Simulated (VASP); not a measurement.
## Si3Ge: single point with r2SCAN

Si3Ge:

```xyz
4
Lattice="1.9427 1.1216 6.3410 -1.9427 1.1216 6.3410 0.0000 -2.2432 6.3410" Properties=species:S:1:pos:R:3 pbc="T T T"
Si    1.9427    1.1216    6.3664
Si    0.0000    0.0000    9.4868
Si    0.0000    0.0000    7.1337
Ge    0.0000    0.0000   16.6441
```

The cell was built by a generator and needn't be a form met in nature.

| Item | Value |
| --- | --- |
| Program | VASP 6.6.1 |
| Task | single point |
| Functional | r2SCAN |
| Potentials or basis | VASP PAW PBE potentials, release 64 (Si, Ge_d) |
| Cutoff | 520 eV |
| k mesh | 8 × 8 × 8 |
| Occupations | fermi-dirac, width 0.02 eV |
| Spin | no spin polarisation |
| Dipole correction | no |
| Further INCAR settings | ALGO = Normal; EDIFF = 1e-07; NBANDS = 21 |

```json
{"Pressure": "-0.1 GPa", "Largest force": "0.019 eV/Å", "Band gap on the k mesh": "0.77 eV, indirect (least direct gap 1.45 eV)"}
```

Forces on the atoms (eV/Å):
```
Si   0.000  0.000  0.016
Si   0.000  0.000 -0.019
Si   0.000  0.000 -0.001
Ge   0.000  0.000  0.003
```

Levels at points of the mesh, in eV from the valence-band top:
```tsv
k point	band 10	band 11	band 12	band 13	band 14	band 15	band 16	band 17
(0.00, 0.00, 0.00)	-1.38	-0.03	0.00	0.00	1.45	2.68	2.68	2.75
(0.50, 0.00, 0.00)	-3.79	-3.71	-2.50	-2.31	1.53	1.94	4.68	4.97
(0.50, 0.50, 0.00)	-3.10	-3.09	-1.35	-1.35	0.80	0.98	1.59	3.66
(0.50, 0.50, 0.50)	-1.03	-1.03	-0.70	-0.70	1.98	2.03	3.53	3.53
```

Run time: 11 min on 1 thread of Intel(R) Xeon(R) Platinum 8559C (Emerald Rapids) (shared host), peak memory 0.43 GiB.

Caveat: the PAW data sets were made with another functional, which shifts forces and pressure a little. A k mesh can miss the band edges.
